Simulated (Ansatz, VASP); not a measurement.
**Re: VASP beside Ansatz**

```
CELL_PARAMETERS angstrom
0.00000 1.94430 1.94430
1.94430 0.00000 1.94430
1.94430 1.94430 0.00000
ATOMIC_POSITIONS crystal
Re 0.00000 0.00000 0.00000
```

This isn't the form of Re at room conditions, which is hcp.

Alike in both runs: task single point; functional PBE; k mesh 8 × 8 × 8; occupations gaussian, width 0.1 eV; no spin polarisation.

```csv
,VASP,Ansatz
version,VASP 6.6.1,Ansatz 0.2.0
potentials or method,"VASP PAW PBE potentials, release 64 (Re)","scalar-relativistic, plane waves, PAW"
plane-wave cutoff (eV),520,420
valence electrons in the cell,7,15
```

```csv
,VASP,Ansatz,Ansatz less VASP
gap on the k mesh at the Fermi level (eV),none,none,-
pressure (GPa),6.7,7.1,+0.36
```

A gap of «none» marks a metal or a gap that the smearing closes. The two sets of potentials don't hold the same shells in valence.

The runs have no spin-orbit coupling, so splittings on Re are missing.
